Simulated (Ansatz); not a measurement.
The system is Cu.

```xyz
2
Lattice="2.5341 0.0000 0.0000 -1.2670 2.1946 0.0000 0.0000 0.0000 4.1126" Properties=species:S:1:pos:R:3 pbc="T T T"
Cu    1.2670    0.7315    3.0844
Cu    0.0000    1.4631    1.0281
```

This isn't the form of Cu at room conditions, which is fcc.

- Program: Ansatz 0.2.0
- Task: relaxation of cell and atoms
- Functional: PBEsol
- Dispersion: D3(BJ)
- Potentials or basis: Ansatz PAW
- Cutoff: 420 eV (not typed: the program's choice for these potentials)
- k mesh: 12 × 12 × 7
- Occupations: fermi-dirac, width 0.05 eV
- Spin: no spin polarisation

At the start: volume 11.44 Å³/atom.

Question: Where does the relaxation end?

Answer: It ends after 5 steps and the volume is 10.83 Å³/atom (-5.3 %); space group P6_3/mmc (No. 194, to 0.05 Å).

Step by step:
```csv
step,energy change (eV),largest force (eV/Å),volume (Å³)
1,0.0000,0.0000,22.87
2,-0.0279,0.0000,22.24
3,-0.0375,0.0000,21.58
4,-0.0375,0.0000,21.65
5,-0.0364,0.0000,21.65
```

Final structure:
```
CELL_PARAMETERS angstrom
2.48527 0.00000 0.00000
-1.24263 2.15231 0.00000
0.00000 0.00000 4.04797
ATOMIC_POSITIONS crystal
Cu 0.66667 0.33333 0.75000
Cu 0.33333 0.66667 0.25000
```

Caveat: the plane-wave basis is chosen anew once the cell has moved, so the energies of steps on either side of that aren't comparable; pairwise dispersion overbinds metals, which lowers pressure and volume; the PAW data sets come from PBE, with cores solved anew for the run's functional, which leaves a small shift of forces and pressure.
